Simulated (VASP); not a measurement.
# ZnO (zincite) (P6_3mc) in VASP: notebook, part 2 of 2

VASP 6.6.1. The steps go on from the part before.

## Step 3: Single point, r2SCAN

This run uses another cell than the first one, of 12.16 Å³/atom, 1.022 times its volume.

Input file POSCAR:

```
ZnO
1.0
    3.2672385742      0.0000000000      0.0000000000
   -1.6336192871      2.8295116055      0.0000000000
    0.0000000000      0.0000000000      5.2629599200
Zn O
2 2
Direct
    0.3333333333      0.6666666667      0.4996911392
    0.6666666667      0.3333333333     -0.0003088608
    0.6666666667      0.3333333333      0.3793188608
    0.3333333333      0.6666666667      0.8793188608
```

Input file INCAR.step1:

```
SYSTEM = ZnO
PREC     = Accurate       ! precision mode
ENCUT    = 520            ! plane-wave cutoff, eV
ISMEAR   = 0              ! smearing method
SIGMA    = 0.02           ! smearing width, eV
LREAL    = .False.        ! projectors in reciprocal space
LASPH    = .True.         ! aspherical terms in the spheres
NELM     = 100            ! most SCF steps
NBANDS   = 26             ! bands
GGA      = PE             ! functional
ALGO     = Normal         ! electronic algorithm
EDIFF    = 1E-4           ! SCF threshold, eV
LWAVE    = .True.         ! write WAVECAR
LCHARG   = .False.        ! write CHGCAR
```

Input file INCAR.step2:

```
SYSTEM = ZnO
PREC     = Accurate       ! precision mode
ENCUT    = 520            ! plane-wave cutoff, eV
EDIFF    = 1E-6           ! SCF threshold, eV
ISMEAR   = 0              ! smearing method
SIGMA    = 0.02           ! smearing width, eV
LREAL    = .False.        ! projectors in reciprocal space
LASPH    = .True.         ! aspherical terms in the spheres
NELM     = 100            ! most SCF steps
ALGO     = Normal         ! electronic algorithm
ISIF     = 2              ! what is computed and relaxed
LWAVE    = .False.        ! write WAVECAR
LCHARG   = .False.        ! write CHGCAR
METAGGA  = R2SCAN         ! meta-GGA
LMIXTAU  = .True.       
NBANDS   = 26             ! bands
ISTART   = 1
```

Input file KPOINTS:

```
Automatic mesh
0
Gamma
  9 9 6
  0 0 0
```

Potentials or basis: VASP PAW PBE potentials, release 64 (Zn, O).

The run is started by

```sh
$ cat potpaw_PBE.64/Zn/POTCAR potpaw_PBE.64/O/POTCAR > POTCAR
$ cp INCAR.step1 INCAR
$ mpirun -np 1 vasp_std > vasp.out
$ cp INCAR.step2 INCAR
$ mpirun -np 1 vasp_std > vasp.out
```

OUTCAR:

```text
SYSTEM = ZnO
   PREC = Accurate
   ENCUT = 520
   EDIFF = 1E-6
   ISMEAR = 0
   LREAL = .False.
   LASPH = .True.
   NELM = 100
   ISIF = 2
   METAGGA = R2SCAN
   ISTART = 1

 ion  position               nearest neighbor table
   1  0.333  0.667  0.500-   3 1.99   3 1.99   3 1.99   4 2.00
   2  0.667  0.333  1.000-   4 1.99   4 1.99   4 1.99   3 2.00
   3  0.667  0.333  0.379-   1 1.99   1 1.99   1 1.99   2 2.00
   4  0.333  0.667  0.879-   2 1.99   2 1.99   2 1.99   1 2.00

  LATTYP: Found a hexagonal cell.
 ALAT       =     3.2672385742
 C/A-ratio  =     1.6108281659

[... 889 lines left out ...]

 [... further k-points ...]
[... 5 lines left out ...]
  --------------------------------------------------------------------------------------
  -------------------------------------------------------------------------------------
  Total       -1.0027236     -1.0027236     -0.9759961      0.0000000      0.0000000      0.0000000
  in kB      -33.0194201    -33.0194201    -32.1392910      0.0000000      0.0000000      0.0000000
  external PRESSURE =     -32.7260437 kB  Pullay stress =       0.0000000 kB

 VOLUME and BASIS-vectors are now :
 -----------------------------------------------------------------------------
  energy-cutoff  :      520.00
  volume of cell :       48.65
      direct lattice vectors                 reciprocal lattice vectors
     3.267238574  0.000000000  0.000000000     0.306068864  0.176708941  0.000000000
    -1.633619287  2.829511606  0.000000000     0.000000000  0.353417882  0.000000000
     0.000000000  0.000000000  5.262959920     0.000000000  0.000000000  0.190007147

 POSITION                                       TOTAL-FORCE (eV/Angst)
 -----------------------------------------------------------------------------------
     -0.00000      1.88634      2.62985        -0.000000      0.000000     -0.017405
      1.63362      0.94317      5.26133        -0.000000     -0.000000     -0.017405
      1.63362      0.94317      1.99634         0.000000      0.000000      0.017405
     -0.00000      1.88634      4.62782         0.000000     -0.000000      0.017405
 -----------------------------------------------------------------------------------
    total drift:                               -0.000000     -0.000000     -0.094516

  FREE ENERGIE OF THE ION-ELECTRON SYSTEM (eV)
  ---------------------------------------------------
  free  energy   TOTEN  =       -36.3072366815 eV

  energy  without entropy=      -36.3072366815  energy(sigma->0) =      -36.30723668
```

Wall time 81 s (1 thread of Intel Xeon 6975P-C (Granite Rapids), shared host); peak memory 0.19 GiB.

What came out:

```
Free energy            : -36.3072 eV
Pressure               : -3.3 GPa
Largest force          : 0.017 eV/Å
Band gap on the k mesh : 1.19 eV, direct
```

Forces on the atoms (eV/Å):
```
Zn   0.000  0.000 -0.017
Zn   0.000  0.000 -0.017
O    0.000  0.000  0.017
O    0.000  0.000  0.017
```

Caveat: the PAW data sets were made with another functional, which shifts forces and pressure a little.

## Step 4: Comparison with measurements

Step 2. A measured gap of ZnO is 3.37 eV (quoted in “Electronic structure of alkaline earth and post-transition metal oxides”, 2009, arxiv:0908.1581); the calculated 1.23 eV misses it by -2.14 eV. So large a miss can be the level of theory's own, or it may mean another phase, state or a wrong row. The value is that of r2SCAN, without temperature or zero-point motion.

Step 3. Against the measured gap of ZnO, 3.37 eV (quoted in “Electronic structure of alkaline earth and post-transition metal oxides”, 2009, arxiv:0908.1581), the calculated 1.19 eV is off by -2.18 eV. So large a miss can be the level of theory's own, or it may mean another phase, state or a wrong row. The value is that of r2SCAN, without temperature or zero-point motion.
